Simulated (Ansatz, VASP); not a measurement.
One calculation of Te, two programs

File INCAR:

```
AGGAC = 1.0
AGGAX = 1.0
ALDAC = 0.0
ALDAX = 1.0
ALGO = Normal
EDIFF = 1E-7
EDIFFG = -0.01
ENCUT = 600
GGA = B5
IBRION = 2
ISIF = 3
ISMEAR = -1
LASPH = True
LCHARG = False
LREAL = False
LWAVE = False
NELM = 80
NSW = 80
PREC = Accurate
SIGMA = 0.1
```

File KPOINTS:

```
k-points
0
Gamma
  8 8 8
```

File POSCAR:

```
Te
1.0
    0.0000000000      3.3891640866      3.3891640866
    3.3891640866      0.0000000000      3.3891640866
    3.3891640866      3.3891640866      0.0000000000
Te
2
Direct
    0.1250000000      0.1250000000      0.1250000000
    0.8750000000      0.8750000000      0.8750000000
```

Input for Ansatz:

```yaml
crystal:
  lattice:
    - [0.0, 3.3891640866, 3.3891640866]
    - [3.3891640866, 0.0, 3.3891640866]
    - [3.3891640866, 3.3891640866, 0.0]
  atoms:
    - { symbol: Te, position: [0.125, 0.125, 0.125] }
    - { symbol: Te, position: [0.875, 0.875, 0.875] }
hamiltonian:
  xc: blyp
  pseudopotentials:
    kind: paw
    azcp:
      Te: "pseudopotentials/Te.paw.azcp"
basis:
  ecutwfc: 420
  fft_grid_basis: typed
kpoints:
  mp_grid: { grid: [8, 8, 8], shift: [0, 0, 0] }
magnetization:
  spin_polarized: false
scf:
  occupations: { method: fermi_dirac, width: 0.1 }
relax:
  max_steps: 60
  f_tol: 0.01
  cell: {}
output:
  write_density: true
  write_potential: true
  elf: true
  volumetric_format: npy
```

The cell was built by a generator and needn't be a form met in nature.

Alike in both runs: task relaxation of cell and atoms; functional BLYP; k mesh 8 × 8 × 8; occupations fermi-dirac, width 0.1 eV; no spin polarisation.

```csv
,VASP,Ansatz
version,VASP 6.6.1,Ansatz 0.2.0
potentials or method,"VASP PAW PBE potentials, release 64 (Te)","plane waves (420 eV) with PAW, scalar-relativistic"
plane-wave cutoff (eV),600,420
valence electrons in the cell,12,32
```

Ansatz gave:

```
relaxed volume (Å³/atom)                                     : 50.14
relaxed cell length with the largest relative difference (Å) : 5.215
energy change over the relaxation (meV/atom)                 : -272
```

Task: Estimate VASP's values.

Result: Relaxed volume (Å³/atom): 50.43; relaxed cell length with the largest relative difference (Å): 5.225; energy change over the relaxation (meV/atom): -281.

The two sets of potentials don't hold the same shells in valence.

Caveats: the volume moved by over 15 % at a fixed basis, so the end points are rough (VASP); the PAW data sets were made with another functional, which shifts forces and pressure a little (VASP). The runs have no spin-orbit coupling, so splittings on Te are missing.
